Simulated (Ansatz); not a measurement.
Tl:

```
Tl
1.0
     3.45600    0.00000    0.00000
    -1.72800    2.99298    0.00000
     0.00000    0.00000    5.52500
Tl
2
Cartesian
  1.7280 0.9977 4.1438
  0.0000 1.9953 1.3813
```

Base run:

| Item | Value |
| --- | --- |
| Program | Ansatz 0.2.0 |
| Functional | PBE |
| Potentials or basis | all-electron LAPW, scalar-relativistic |
| Cutoff | 167 eV |
| Density cutoff | 668 eV |
| Basis error allowed | 0.001 eV/atom |
| k mesh | 9 × 9 × 5 |
| Occupations | fermi-dirac, width 0.05 eV |
| Spin | no spin polarisation |

Its results: pressure 3.4 GPa.

Q: After a change of settings the same cell gave: pressure 0.3 GPa. Which change was it?
A. functional from PBE to revPBE
B. functional from PBE to BLYP
C. functional from PBE to RPBE
D. functional from PBE to PBEsol; occupations from fermi-dirac, width 0.05 eV to gaussian, width 0.02 eV

A: D.

Not every run made on this cell is shown here.
